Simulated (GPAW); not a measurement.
Be:

```
Be
1.0
     2.17047    0.00000    0.00000
    -0.72349    2.04634    0.00000
    -0.72349   -1.02317    1.77218
Be
1
Direct
  0.00000 0.00000 0.00000
```

This isn't the form of Be at room conditions, which is hcp.

The cell isn't the ideal one: the cell as VASP's run set it.

| Quantity | Value |
| --- | --- |
| Program | GPAW 26.7.0 |
| Task | relaxation of cell and atoms |
| Functional | RPBE |
| Dispersion | D3(BJ) |
| Potentials or basis | the program's PAW data sets (release 1.2.1) made for this functional |
| Cutoff | 800 eV |
| Basis | pw |
| k mesh | 15 × 15 × 15 |
| Occupations | fermi-dirac, width 0.1 eV |
| Spin | no spin polarisation |

At the start: pressure -21.9 GPa; volume 7.87 Å³/atom.

Problem. Where does the relaxation end?

Solution. Over 4 steps the energy falls by 101.8 meV/atom and the volume is 6.57 Å³/atom (-16.6 %); space group Im-3m (No. 229, to 0.05 Å).

Step by step:
| step | energy change (eV) | largest force (eV/Å) | pressure (GPa) | volume (Å³) |
| --- | --- | --- | --- | --- |
| 1 | 0.0000 | 0.0000 | -21.92 | 7.87 |
| 2 | -0.0441 | 0.0000 | -17.56 | 7.52 |
| 3 | -0.1011 | 0.0000 | 2.31 | 6.47 |
| 4 | -0.1018 | 0.0000 | -0.16 | 6.57 |

Final structure:
```xyz
1
Lattice="2.0432 0.0000 0.0000 -0.6811 1.9264 0.0000 -0.6811 -0.9632 1.6683" Properties=species:S:1:pos:R:3 pbc="T T T"
Be    0.0000    0.0000    0.0000
```

Caveat: later steps reuse the first step's grids; the volume moved by over 15 % at a fixed basis, so the end points are rough; pairwise dispersion overbinds metals, which lowers pressure and volume.
